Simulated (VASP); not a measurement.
CdO (Monteponite):

```
Cd O
1.0
     0.00000    2.34950    2.34950
     2.34950    0.00000    2.34950
     2.34950    2.34950    0.00000
Cd O
1 1
Direct
  0.00000 0.00000 0.00000
  0.50000 0.50000 0.50000
```

* Program: VASP 6.6.1
* Task: relaxation of cell and atoms
* Functional: LDA
* Potentials or basis: VASP PAW LDA potentials, release 64 (Cd, O)
* Cutoff: 600 eV
* k mesh: 10 × 10 × 10
* Occupations: fermi-dirac, width 0.05 eV
* Spin: no spin polarisation

At the start: pressure -4.6 GPa; volume 12.97 Å³/atom.

Q: How do energy, volume and symmetry change on relaxing?

A: Over 3 steps the energy falls by 5.6 meV/atom and the volume is 12.59 Å³/atom (-3.0 %); space group Fm-3m (No. 225, to 0.05 Å).

Step by step:
```tsv
step	energy change (eV)	largest force (eV/Å)	pressure (GPa)	volume (Å³)
1	0.0000	0.0000	-4.56	25.94
2	-0.0039	0.0000	4.10	24.58
3	-0.0113	0.0000	-0.02	25.17
```

Final structure:
```xyz
2
Lattice="0.0000 2.3261 2.3261 2.3261 0.0000 2.3261 2.3261 2.3261 0.0000" Properties=species:S:1:pos:R:3 pbc="T T T"
Cd    0.0000    0.0000    0.0000
O     2.3261    2.3261    2.3261
```
